## Question

A cell of zinc-blende gallium nitride is held at an edge of 4.5 Å, and its pressure is computed with six density functionals. Positive pressure means that the cell would expand if released, negative that it would shrink.

VASP 6.6.1, plane-wave DFT with PAW potentials: zinc-blende GaN in its two-atom primitive cell, held at a cubic edge of 4.5 Å. All runs use an 8 × 8 × 8 k-point mesh and Fermi-Dirac smearing of 0.05 eV, without spin polarisation, spin-orbit coupling or a dispersion correction. Pressure is positive in compression.

| functional | potentials | wave cutoff | pressure (GPa) |
| --- | --- | --- | --- |
| LDA | VASP-PAW-LDA-potentials,-recommended | 520 eV | -4.700 |
| PBE | VASP-PAW-PBE-potentials,-recommended | 520 eV | 5.960 |
| PBEsol | VASP-PAW-PBE-potentials,-recommended | 520 eV | -0.470 |
| r2SCAN | VASP-PAW-PBE-potentials,-recommended | 520 eV | 0.820 |
| PBE0 | VASP-PAW-PBE-potentials,-recommended | 450 eV | -1.470 |
| SCAN | VASP-PAW-PBE-potentials,-recommended | 520 eV | -0.150 |

Three explanations are offered for the differences.

1. A functional that gives a wider band gap describes stronger bonds and so pulls the crystal together.
2. The pressure approaches zero as one climbs the rungs, from the local density (LDA) through density gradients (PBE, PBEsol) and the kinetic-energy density (SCAN, r2SCAN) to exact exchange (PBE0).
3. The pressure follows the weight that a functional gives to the density gradient in exchange.

Which of them do the numbers support?

## Model answer

The band gap is the tempting choice, because gap and bond strength both grow when bonding and antibonding states move apart. The same calculations give gaps for LDA, PBE and PBEsol that agree within 0.07 eV. Their pressures nevertheless span 10.66 GPa, the whole range of the table. Something that hardly changes can't drive so large a change, so the first explanation fails.

The rungs do no better. PBE stands one rung above LDA, yet its pressure is further from zero. PBE and PBEsol share a rung and use the same ingredients and the same datasets, but differ by 6.43 GPa. A rung tells which ingredients enter a functional; it doesn't tell how heavily each is weighted.

That weight is the subject of the third explanation. In PBE and PBEsol, exchange lowers the energy more where the density varies strongly compared with its own size. Stretching the crystal thins the density between the atoms and is expected to make it, on the whole, more uneven in this sense. The gradient term then lowers the energy further as the crystal expands, so it pushes outward, and it pushes harder the more weight it has.

A simple model puts this to the test. Let $\mu$ be the coefficient of the gradient term in exchange for small gradients: zero in LDA, about 0.22 in PBE and 10/81 in PBEsol. If the pressure $P$ rises in proportion to $\mu$, then

$$P(\mu)=P_{\rm LDA}+\frac{\mu}{\mu_{\rm PBE}}\,(P_{\rm PBE}-P_{\rm LDA}).$$

For PBEsol the ratio is 0.56, which gives $-4.70+0.56\times10.66\approx1.3$ GPa. LDA and PBE fix the line; PBEsol played no part in it.

The calculation gives −0.47 GPa for PBEsol. The model thus places it correctly between the two extremes but too high, by about a sixth of the step from LDA to PBE. Theory offers a possible reason for the sign of this miss. The gradient term in correlation acts inward, and PBEsol keeps roughly 70 % of its PBE strength, against 56 % for exchange. Judged by these coefficients, the inward push is relatively stronger in PBEsol than the model assumes. At larger gradients, however, the exchange term levels off, and sooner in PBE than in PBEsol, which works the other way. The LDA run also uses its own datasets, and the table doesn't separate these effects.

Of the three explanations, the third is the one that the numbers support for LDA, PBE and PBEsol. SCAN and r2SCAN are compatible with it: for slowly varying densities their exchange has the same coefficient as PBEsol, and the three pressures lie within 1.3 GPa of each other. This is a hint rather than a proof, since both also respond to the kinetic-energy density, which the model leaves out.

## Remarks on the reasoning

The strongest single piece of evidence is the pair PBE and PBEsol, because only the gradient weights differ between them. The weaker gradient term in correlation should by itself make the PBEsol pressure higher than that of PBE, so the lower value points to exchange. The pair also yields a rule for neighbouring cases: of two functionals built in this way, the one with the heavier gradient term in exchange should prefer the larger cell.

A pressure becomes easier to judge as a length. For small strains, the relative change of edge that a functional wants is $P/(3B)$, where $B$ is the bulk modulus, roughly 200 GPa for this crystal. PBE then wants an edge about 1 % longer and LDA one about 0.8 % shorter. The distance between them is comparable to the mismatch of roughly 2 to 3 % between GaN and AlN, on which strained device layers depend. Strain in such a layer should therefore be counted from the edge that the chosen functional itself prefers, or its bias will pass for real strain.

PBE0 is the row that the third explanation doesn't settle. It replaces a quarter of PBE exchange by exact exchange, and the pressure falls by 7.43 GPa. Removing a quarter of the step from LDA to PBE would take away only 2.7 GPa. That estimate is crude for two reasons. The step includes the inward push of correlation, which PBE0 keeps in full, and exact exchange isn't LDA exchange but responds to the volume in its own way. PBE0 was also run with a lower wave cutoff, which usually makes the pressure too negative. How much of the fall comes from the change of exchange, and how much from the cutoff, stays open until PBE is run at the cutoff used for PBE0.

Printed output of the fit:

```
Gap, gradient model (LDA and PBE are its anchors) and wanted edge change:
     row  gap_eV  pressure_GPa  model_GPa  miss_GPa  edge_change_percent
     LDA   1.778          -4.7       -4.7         0              -0.7833
     PBE   1.754          5.96       5.96         0               0.9933
  PBEsol   1.712         -0.47      1.282     1.752             -0.07833
  r2SCAN    2.15          0.82      1.282     0.462               0.1367
    PBE0   3.705         -1.47      3.295     4.765               -0.245
    SCAN    2.05         -0.15      1.282     1.432               -0.025
Pressure step from LDA to PBE, GPa: 10.66
Pressure step from PBEsol to PBE, same rung and datasets, GPa: 6.43
Pressure step from LDA to PBEsol, GPa: 4.23
Spread of gaps among LDA, PBE and PBEsol, eV: 0.0652
Correlation of pressure with gap over all six rows: -0.2013
Spread of pressure among PBEsol, SCAN and r2SCAN, GPa: 1.29
Share of the LDA to PBE step reached by PBEsol, computed: 0.3968
Share of the LDA to PBE step reached by PBEsol, from the exchange coefficient: 0.5612
Ratio of PBEsol to PBE gradient coefficient in correlation, rough recalled: 0.6866
Drop from PBE to PBE0, GPa: 7.43
Quarter of the LDA to PBE step, GPa: 2.665
Difference of wanted edges, PBE less LDA, percent: 1.777
```
